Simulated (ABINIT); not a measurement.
# ZnO (zincite) (P6_3mc) in ABINIT: a series of runs

The runs below take ZnO (zincite) through band structure, phonons, with LDA, PBEsol.

All numbers are computed with ABINIT 10.8.3 (patched build); they aren't measurements. Logs are shortened: lines on timing, memory, paths and dates and some standing lists are left out, and cuts for length are marked. The log counts tension as positive stress, the text compression.

**Experimental background.**

From “Electronic structure of alkaline earth and post-transition metal oxides”, 2009, arxiv:0908.1581, for a bulk crystal of ZnO: band gap 3.37 eV.

How close the calculation comes is told below.

**1. The structure**

It takes space group P6_3mc (No. 186, hexagonal). Conventional cell: a = 3.249 Å, b = 3.249 Å, c = 5.206 Å, α = 90.00°, β = 90.00°, γ = 120.00°. Zn (site symmetry 3m) has 4 O at 1.97 to 1.98 Å as nearest neighbours. Around O (site symmetry 3m) lie 4 Zn at 1.97 to 1.98 Å.

**2. Band structure, LDA**

Contents of run.abi:

```
# Datasets: ground state, then fixed potential
ndtset 2

# Pseudopotentials
pp_dirpath "./"
pseudos "Zn.LDA_PW-JTH.xml, O.LDA_PW-JTH.xml"

# Structure
acell 3.249308 3.249308 5.205709 Angstrom
rprim
     1.0000000000     0.0000000000     0.0000000000
    -0.5000000000     0.8660254038     0.0000000000
     0.0000000000     0.0000000000     1.0000000000
ntypat 2
znucl 30 8
natom 4
typat 1 1 2 2
xred
     0.6666666667     0.3333333333     0.0000000000
     0.3333333333     0.6666666667     0.5000000000
     0.3333333333     0.6666666667     0.8790100000
     0.6666666667     0.3333333333     0.3790100000

# Plane-wave basis
ecut 23.0
pawecutdg 45.0

# Exchange and correlation
ixc 7

# Bands and occupations
occopt 3
tsmear 0.05 eV

# SCF cycle
nstep 100

# Output
iomode 3
prtwf 0
prteig 0
prtebands 0
enunit 2
prtden1 1
prtvha1 1
prtvclmb1 1
prtpot1 1

# Dataset 1
kptopt1 1
ngkpt1 9 9 5
nshiftk1 1
shiftk1 0.0 0.0 0.0
nband1 22
tolvrs1 1.0e-9

# Dataset 2: bands along G-M-K-G-A-L-H-A
iscf2 -2
getden2 1
nband2 26
nbdbuf2 2
tolwfr2 1.0e-12
kptopt2 -7
ndivsm2 5
prteig2 1
prtvol2 -3
kptbounds2
     0.0000000000     0.0000000000     0.0000000000
     0.5000000000     0.0000000000     0.0000000000
     0.3333333333     0.3333333333     0.0000000000
     0.0000000000     0.0000000000     0.0000000000
     0.0000000000     0.0000000000     0.5000000000
     0.5000000000     0.0000000000     0.5000000000
     0.3333333333     0.3333333333     0.5000000000
     0.0000000000     0.0000000000     0.5000000000
```

Potentials or basis: JTH PAW LDA v2.0.

The run is started by

```bash
> abinit run.abi > log 2>&1
```

run.abo:

```text
.Version 10.8.3 of ABINIT
 DATASET    1 : space group P6_3 m c (#186); Bravais hP (primitive hexag.)
================================================================================
 Values of the parameters that define the memory need for DATASET  1.
     intxc =       0    ionmov =       0      iscf =      17    lmnmax =      18
     lnmax =       6     mgfft =      45  mpssoang =       3    mqgrid =    3001
     natom =       4  nloc_mem =       2    nspden =       1   nspinor =       1
    nsppol =       1      nsym =      12    n1xccc =       1    ntypat =       2
    occopt =       3   xclevel =       1
       mpw =        1719          nfft =       40500          nkpt =          36
 PAW method is used; the additional fine FFT grid is defined by:
   mgfftf=        60    nfftf =     96000
================================================================================
================================================================================

 DATASET    2 : space group P6_3 m c (#186); Bravais hP (primitive hexag.)
================================================================================
 Values of the parameters that define the memory need for DATASET  2.
     intxc =       0    ionmov =       0      iscf =      -2    lmnmax =      18
     lnmax =       6     mgfft =      45  mpssoang =       3    mqgrid =    3001
     natom =       4  nloc_mem =       2    nspden =       1   nspinor =       1
    nsppol =       1      nsym =      12    n1xccc =       1    ntypat =       2
    occopt =       3   xclevel =       1
       mpw =        1737          nfft =       40500          nkpt =          56
 PAW method is used; the additional fine FFT grid is defined by:
   mgfftf=        60    nfftf =     96000
================================================================================
================================================================================

--------------------------------------------------------------------------------
------------- Echo of variables that govern the present computation ------------
--------------------------------------------------------------------------------
 -outvars: echo values of preprocessed input variables --------
            acell      6.1403022187E+00  6.1403022187E+00  9.8373643012E+00 Bohr
              amu      6.53900000E+01  1.59994000E+01
             ecut      2.30000000E+01 Hartree
           enunit           2
           getden1          0
           getden2          1
             iscf1         17
             iscf2         -2
              ixc           7
           jdtset        1    2
           kptopt1          1
           kptopt2         -7
         kptrlatt        9    0    0      0    9    0      0    0    5
          kptrlen1     4.91868215E+01
          kptrlen2     3.00000000E+01
            natom           4
            nband1         22
            nband2         26
           nbdbuf1          0
           nbdbuf2          2
           ndtset           2
           ndivsm1          0
           ndivsm2          5
            ngfft          30      30      45
          ngfftdg          40      40      60
             nkpt1         36
             nkpt2         56
            nstep         100
             nsym          12
           ntypat           2
           occopt           3
        pawecutdg      4.50000000E+01 Hartree
        prtebands           0
           prteig1          0
           prteig2          1
           prtpot1          1
           prtpot2          0
         prtvclmb1          1
         prtvclmb2          0
           prtvha1          1
           prtvha2          0
           prtvol1          0
           prtvol2         -3
            prtwf           0
[... 877 lines left out ...]
lattice_volume:   3.2120987E+02
convergence: {deltae:  0.000E+00, res2:  0.000E+00, residm:  9.986E-13, diffor:  0.000E+00, }
etotal    :  -1.61398989E+02
entropy   :   0.00000000E+00
fermie    :   2.28633256E-01
cartesian_stress_tensor: null
pressure_GPa: null
xred      :
- [  6.6667E-01,   3.3333E-01,   0.0000E+00, Zn]
- [  3.3333E-01,   6.6667E-01,   5.0000E-01, Zn]
- [  3.3333E-01,   6.6667E-01,   8.7901E-01,  O]
- [  6.6667E-01,   3.3333E-01,   3.7901E-01,  O]
cartesian_forces: null
force_length_stats: {min: null, max: null, mean: null, }
...

 Integrated electronic density in atomic spheres:
 ------------------------------------------------
 Atom  Sphere_radius  Integrated_density
    1        2.30770         10.90725508
    2        2.30770         10.90725508
    3        1.41465          4.50937606
    4        1.41465          4.50937606

================================================================================

 ----iterations are completed or convergence reached----

 Mean square residual over all n,k,spin=   53.677E-14; max=  99.865E-14
 reduced coordinates (array xred) for    4 atoms
       0.666666666667      0.333333333333      0.000000000000
       0.333333333333      0.666666666667      0.500000000000
       0.333333333333      0.666666666667      0.879010000000
       0.666666666667      0.333333333333      0.379010000000

 cartesian coordinates (angstrom) at end:
    1      1.62465400000000     0.93799442425686     0.00000000000000
    2      0.00000000000000     1.87598884851371     2.60285450000000
    3      0.00000000000000     1.87598884851371     4.57587026809000
    4      1.62465400000000     0.93799442425686     1.97301576809000
 length scales=  6.140302218721  6.140302218721  9.837364301173 bohr
              =  3.249308000000  3.249308000000  5.205709000000 angstroms
 Eigenvalues (hartree) for nkpt=  56  k points:
 kpt#   1, nband= 26, wtk=  1.00000, kpt=  0.0000  0.0000  0.0000 (reduced coord)
  -0.44080   -0.41231    0.00184    0.00184    0.00322    0.00479    0.00901    0.00901
   0.04442    0.04442    0.05243    0.05243    0.06267    0.18375    0.18375    0.21121
   0.21387    0.21387    0.24046    0.39989    0.51236    0.67805    0.67805    0.72343
   0.72473    0.72473
 kpt#   2, nband= 26, wtk=  1.00000, kpt=  0.0556  0.0000  0.0000 (reduced coord)
  -0.44014   -0.41202    0.00101    0.00221    0.00373    0.00565    0.00898    0.00953
   0.04415    0.04437    0.05250    0.05293    0.06253    0.17940    0.18217    0.20358
   0.21046    0.21305    0.25211    0.40487    0.51230    0.66428    0.67918    0.71535
   0.72593    0.72641
 kpt#   3, nband= 26, wtk=  1.00000, kpt=  0.1111  0.0000  0.0000 (reduced coord)
  -0.43820   -0.41118   -0.00101    0.00325    0.00474    0.00753    0.00977    0.01104
   0.04336    0.04430    0.05267    0.05441    0.06215    0.16715    0.17764    0.18767
   0.20812    0.21066    0.27246    0.41840    0.51204    0.63500    0.68248    0.69320
   0.72963    0.73004
 kpt#   4, nband= 26, wtk=  1.00000, kpt=  0.1667  0.0000  0.0000 (reduced coord)
  -0.43515   -0.40993   -0.00372    0.00478    0.00560    0.00837    0.01347    0.01387
[... 248 lines left out ...]
 kpt#  54, nband= 26, wtk=  1.00000, kpt=  0.0606  0.0606  0.5000 (reduced coord)
  -0.42524   -0.42524   -0.00759   -0.00759    0.00541    0.00541    0.00617    0.00617
   0.04921    0.04921    0.04931    0.04931    0.13036    0.13036    0.18819    0.18819
   0.19466    0.19466    0.35030    0.35030    0.57659    0.57659    0.66430    0.66430
   0.69191    0.69191
 kpt#  55, nband= 26, wtk=  1.00000, kpt=  0.0303  0.0303  0.5000 (reduced coord)
  -0.42654   -0.42654   -0.00668   -0.00668    0.00471    0.00471    0.00485    0.00485
   0.04927    0.04927    0.04929    0.04929    0.13067    0.13067    0.19595    0.19595
   0.19791    0.19791    0.34133    0.34133    0.57792    0.57792    0.68114    0.68114
   0.68955    0.68955
 kpt#  56, nband= 26, wtk=  1.00000, kpt=  0.0000  0.0000  0.5000 (reduced coord)
  -0.42699   -0.42699   -0.00636   -0.00636    0.00444    0.00444    0.00444    0.00444
   0.04930    0.04930    0.04930    0.04930    0.13068    0.13068    0.19898    0.19898
   0.19898    0.19898    0.33800    0.33800    0.57818    0.57818    0.68861    0.68861
   0.68861    0.68861
 Eigenvalues (   eV  ) for nkpt=  56  k points:
 kpt#   1, nband= 26, wtk=  1.00000, kpt=  0.0000  0.0000  0.0000 (reduced coord)
 -11.99485  -11.21962    0.05016    0.05016    0.08760    0.13027    0.24531    0.24531
   1.20870    1.20870    1.42674    1.42674    1.70532    5.00001    5.00001    5.74734
   5.81980    5.81980    6.54328   10.88150   13.94211   18.45071   18.45071   19.68564
  19.72082   19.72082
 kpt#   2, nband= 26, wtk=  1.00000, kpt=  0.0556  0.0000  0.0000 (reduced coord)
 -11.97679  -11.21161    0.02760    0.06014    0.10137    0.15371    0.24445    0.25929
   1.20126    1.20738    1.42849    1.44034    1.70155    4.88166    4.95697    5.53981
   5.72681    5.79752    6.86035   11.01703   13.94031   18.07607   18.48154   19.46562
  19.75362   19.76665
 kpt#   3, nband= 26, wtk=  1.00000, kpt=  0.1111  0.0000  0.0000 (reduced coord)
 -11.92408  -11.18884   -0.02760    0.08844    0.12895    0.20490    0.26579    0.30046
   1.17997    1.20534    1.43315    1.48050    1.69128    4.54826    4.83370    5.10681
   5.66320    5.73223    7.41409   11.38528   13.93339   17.27913   18.57123   18.86288
  19.85418   19.86534
 kpt#   4, nband= 26, wtk=  1.00000, kpt=  0.1667  0.0000  0.0000 (reduced coord)
 -11.84103  -11.15490   -0.10133    0.13012    0.15241    0.22782    0.36663    0.37740
[... 249 lines left out ...]
 -11.57136  -11.57136   -0.20648   -0.20648    0.14734    0.14734    0.16802    0.16802
   1.33902    1.33902    1.34190    1.34190    3.54736    3.54736    5.12079    5.12079
   5.29705    5.29705    9.53207    9.53207   15.68981   15.68981   18.07639   18.07639
  18.82777   18.82777
 kpt#  55, nband= 26, wtk=  1.00000, kpt=  0.0303  0.0303  0.5000 (reduced coord)
 -11.60687  -11.60687   -0.18183   -0.18183    0.12825    0.12825    0.13206    0.13206
   1.34073    1.34073    1.34134    1.34134    3.55563    3.55563    5.33218    5.33218
   5.38538    5.38538    9.28810    9.28810   15.72611   15.72611   18.53469   18.53469
  18.76372   18.76372
 kpt#  56, nband= 26, wtk=  1.00000, kpt=  0.0000  0.0000  0.5000 (reduced coord)
 -11.61909  -11.61909   -0.17301   -0.17301    0.12080    0.12080    0.12080    0.12080
   1.34139    1.34139    1.34139    1.34139    3.55587    3.55587    5.41452    5.41452
   5.41452    5.41452    9.19742    9.19742   15.73305   15.73305   18.73800   18.73800
  18.73800   18.73800

== END DATASET(S) ==============================================================
================================================================================

 -outvars: echo values of variables after computation  --------
            acell      6.1403022187E+00  6.1403022187E+00  9.8373643012E+00 Bohr
           etotal1    -1.6139898868E+02
            fcart1    -3.5081598622E-28 -2.0254370407E-28 -1.0180544553E-03
                       3.5081598622E-28  2.0254370407E-28 -1.0180544553E-03
                      -3.5081598622E-28 -2.0254370407E-28  1.0180544553E-03
                       3.5081598622E-28  2.0254370407E-28  1.0180544553E-03
            rprim      1.0000000000E+00  0.0000000000E+00  0.0000000000E+00
                      -5.0000000000E-01  8.6602540380E-01  0.0000000000E+00
                       0.0000000000E+00  0.0000000000E+00  1.0000000000E+00
           strten1     2.8187273867E-04  2.8187273836E-04  2.2254579796E-04
                       0.0000000000E+00  0.0000000000E+00  0.0000000000E+00
           xangst      1.6246540000E+00  9.3799442426E-01  0.0000000000E+00
                       6.5619490340E-17  1.8759888485E+00  2.6028545000E+00
                       6.5619490340E-17  1.8759888485E+00  4.5758702681E+00
                       1.6246540000E+00  9.3799442426E-01  1.9730157681E+00
             xred      6.6666666667E-01  3.3333333333E-01  0.0000000000E+00
                       3.3333333333E-01  6.6666666667E-01  5.0000000000E-01
                       3.3333333333E-01  6.6666666667E-01  8.7901000000E-01
                       6.6666666667E-01  3.3333333333E-01  3.7901000000E-01
 Calculation completed.
```

Wall time 2.3 min (1 thread of Arm Neoverse V2, shared host); peak memory 0.13 GiB.

What came out:

| Property | Result |
| --- | --- |
| Free energy | -4391.8902 eV |
| Pressure | -7.7 GPa |
| Largest force | 0.052 eV/Å |
| Band gap on the k mesh | 0.72 eV, direct |
| Band gap along the path | 0.72 eV, direct |
| Valence electrons inside the program's atomic spheres | Zn 10.91; O 4.51 |

Forces in eV/Å, atoms in the order of the input:
```
Zn   0.000  0.000 -0.052
Zn   0.000  0.000 -0.052
O    0.000  0.000  0.052
O    0.000  0.000  0.052
```

Stress tensor (GPa, compression positive):
```
-8.29  0.00  0.00
 0.00 -8.29  0.00
 0.00  0.00 -6.55
```

Levels at the corners of the path, in eV from the valence-band top:
```tsv
point	band 15	band 16	band 17	band 18	band 19	band 20	band 21	band 22
Γ	-0.82	-0.07	0.00	0.00	0.72	5.06	8.12	12.63
M	-2.87	-2.30	-1.30	-0.83	5.66	6.71	7.46	8.31
K	-3.57	-1.94	-1.94	-1.74	7.52	7.55	7.55	7.99
Γ	-0.82	-0.07	0.00	0.00	0.72	5.06	8.12	12.63
A	-0.41	-0.41	-0.41	-0.41	3.38	3.38	9.91	9.91
L	-1.52	-1.52	-1.37	-1.37	5.58	5.58	8.28	8.28
H	-2.73	-2.73	-1.24	-1.24	7.85	7.85	7.87	7.87
A	-0.41	-0.41	-0.41	-0.41	3.38	3.38	9.91	9.91
```

(Continued in part 2 of 2.)
